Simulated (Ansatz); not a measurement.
Here is an Ansatz 0.2.0 calculation.

input.yaml

```yaml
crystal:
  lattice:
    - [-1.657269, 1.657269, 1.657269]
    - [1.657269, -1.657269, 1.657269]
    - [1.657269, 1.657269, -1.657269]
  atoms:
    - { symbol: Au, position: [0.0, 0.0, 0.0] }
hamiltonian:
  xc: pbe
  pseudopotentials: { kind: paw }
kpoints:
  mp_grid: { grid: [11, 11, 11] }
scf:
  occupations: { method: gaussian, width: 0.018 }
output:
  forces: true
  stress: true
  eigenvalues: true
```

Potentials or basis: Ansatz PAW.

Launch:

```bash
$ ansatz run input.yaml --threads 2 --pin off --max-ram 5632MiB --backend cpu --events-out ev --progress --plain --runs-dir out
```

Problem. Predict the band gap on the k mesh.

Solution. None (metal or under the smearing width).

Problem. What does it give for the pressure?

Solution. -0.9 GPa.

Spin-orbit coupling is left out, which matters for the levels of Au.
